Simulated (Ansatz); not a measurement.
# Relaxing Cr

These are results of DFT PBEsol, scalar-relativistic, plane waves, PAW in Ansatz 0.2.0, not measurements. Cutoff 420 eV, Γ-centred k mesh, Gaussian smearing, no spin polarisation in the final step.

The start is a database structure of Cr, space group Fm-3m (No. 225).

```
Cr
1.0
     0.00000    1.84000    1.84000
     1.84000    0.00000    1.84000
     1.84000    1.84000    0.00000
Cr
1
Direct
  0.00000 0.00000 0.00000
```

Steps on the 8×8×8 mesh (1 atom). 3 of 4 steps are shown, and the free energy counts from the last. Trial steps that were taken back and renewals of the plane-wave basis can be among the rows.

```
step  ΔF (meV/atom) V (Å³/atom) P (GPa)
   1           55.1        12.46   -17.53
   2           -0.3        11.55    -0.61
   4            0.0        11.52     0.05
```

A final relaxation ran on a 26×26×26 mesh. The relaxed crystal, Fm-3m (No. 225):

```cif
data_structure
_symmetry_space_group_name_H-M 'Fm-3m'
_symmetry_Int_Tables_number 225
_cell_length_a 3.5783
_cell_length_b 3.5783
_cell_length_c 3.5783
_cell_angle_alpha 90.000
_cell_angle_beta 90.000
_cell_angle_gamma 90.000
_cell_volume 45.82
loop_
_atom_site_label
_atom_site_type_symbol
_atom_site_symmetry_multiplicity
_atom_site_Wyckoff_symbol
_atom_site_fract_x
_atom_site_fract_y
_atom_site_fract_z
_atom_site_occupancy
Cr1 Cr 4 a 0.00000 0.00000 0.00000 1
```

| Quantity | Value |
| --- | --- |
| Volume per atom | 11.45 Å³ |
| Density | 7.54 g/cm³ |
| Energy over the standard structure | 0.41 eV/atom |
| Gap on the 26×26×26 mesh | 0 eV (a metal) |

Energies count from the standard state of Cr at the same level.

The final run used a 26×26×26 mesh on its 1-atom cell and 0.10 eV smearing. For metals, differences of a few meV/atom aren't resolved.

Symmetry constrained the relaxation, so the result can be a saddle point.